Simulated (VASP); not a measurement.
## TiO: elastic constants with r2SCAN

TiO:

```
Ti O
1.0
     2.70834    0.00000    0.00000
     0.00000    2.70834    0.00000
     0.00000    0.00000    2.70834
Ti O
1 1
Direct
  0.00000 0.00000 0.00000
  0.50000 0.50000 0.50000
```

The cell comes from a database or a generator and needn't be the stable form of this composition.

```json
{
 "Program": "VASP 6.6.1",
 "Task": "elastic constants",
 "Functional": "r2SCAN",
 "Potentials or basis": "VASP PAW PBE potentials, release 64 (Ti_sv, O)",
 "Cutoff": "600 eV",
 "k mesh": "7 × 7 × 7",
 "Occupations": "gaussian, width 0.05 eV",
 "Spin": "no spin polarisation",
 "Ions in elastic constants": "relaxed",
 "Further INCAR settings": "ALGO = Normal; EDIFF = 1e-08; IBRION = 6; POTIM = 0.015; NSW = 1; ISIF = 3"
}
```

| Quantity | Value |
| --- | --- |
| Relaxed volume | 9.10 Å³/atom |
| Relaxed cell | a = 2.630 Å, b = 2.630 Å, c = 2.630 Å, α = 90.00°, β = 90.00°, γ = 90.00° |
| Space group after relaxing (to 0.05 Å) | Pm-3m (No. 221) |
| Elastic constants C11, C12, C44 | 580, 76, 52 GPa |
| Voigt bulk modulus | 244 GPa |
| Highest phonon frequency at Γ, LO-TO splitting left out | 344 cm⁻¹ |

Step by step:
| step | energy change (eV) | largest force (eV/Å) | pressure (GPa) | volume (Å³) |
| --- | --- | --- | --- | --- |
| 1 | 0.0000 | 0.0000 | -17.81 | 19.87 |
| 2 | -0.0141 | 0.0000 | 22.16 | 16.86 |
| 3 | -0.1005 | 0.0000 | -0.24 | 18.21 |
| 4 | -0.1005 | 0.0000 | 0.20 | 18.18 |
| 5 | -0.1005 | 0.0000 | -0.17 | 18.21 |
| 6 | -0.1005 | 0.0000 | 0.01 | 18.20 |

Final structure:
```
CELL_PARAMETERS angstrom
2.63018 0.00000 0.00000
0.00000 2.63018 0.00000
0.00000 0.00000 2.63018
ATOMIC_POSITIONS crystal
Ti 0.00000 0.00000 0.00000
O 0.50000 0.50000 0.50000
```

Phonon frequencies in cm⁻¹ (negative: imaginary):
| q point | frequencies |
| --- | --- |
| (0.000, 0.000, 0.000) | 0 0 0 344 344 344 |

Elastic tensor in Voigt notation (GPa, in the Cartesian axes of the cell as first typed):
```
580  76  76   0   0   0
 76 580  76   0   0   0
 76  76 580   0   0   0
  0   0   0  52   0   0
  0   0   0   0  52   0
  0   0   0   0   0  52
```

Clamped-ion elastic tensor (GPa):
```
580  76  76   0   0   0
 76 580  76   0   0   0
 76  76 580   0   0   0
  0   0   0  52   0   0
  0   0   0   0  52   0
  0   0   0   0   0  52
```

Run time: 15 min on 1 thread of Intel(R) Xeon(R) Platinum 8375C CPU @ 2.90GHz (Ice Lake) (shared host), peak memory 0.2 GiB.

Caveat: the PAW data sets were made with another functional, which shifts forces and pressure a little.
